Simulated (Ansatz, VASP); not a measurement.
# InSb: VASP beside Ansatz

```xyz
2
Lattice="0.0000 3.2606 3.2606 3.2606 0.0000 3.2606 3.2606 3.2606 0.0000" Properties=species:S:1:pos:R:3 pbc="T T T"
In    0.0000    0.0000    0.0000
Sb    4.8908    4.8908    4.8908
```

Change from the starting cell: volume scaled by 1.02.

Alike in both runs: task single point; functional PBEsol; k mesh 9 × 9 × 9; occupations fermi-dirac, width 0.05 eV; no spin polarisation.

|  | VASP | Ansatz |
| --- | --- | --- |
| version | VASP 6.6.1 | Ansatz 0.2.0 |
| potentials or method | VASP PAW PBE potentials, release 64 (In_d, Sb), cutoff 520 eV | all-electron LAPW, scalar-relativistic |

```csv
,VASP,Ansatz,Ansatz less VASP
pressure (GPa),0.0,0.0,-0.01
```

Ansatz ran all-electron here, so the differences hold the error of VASP's frozen core and of both bases.

Caveats: the PAW data sets were made with another functional, which shifts forces and pressure a little (VASP). Spin-orbit coupling is left out, which matters for the levels of Sb.
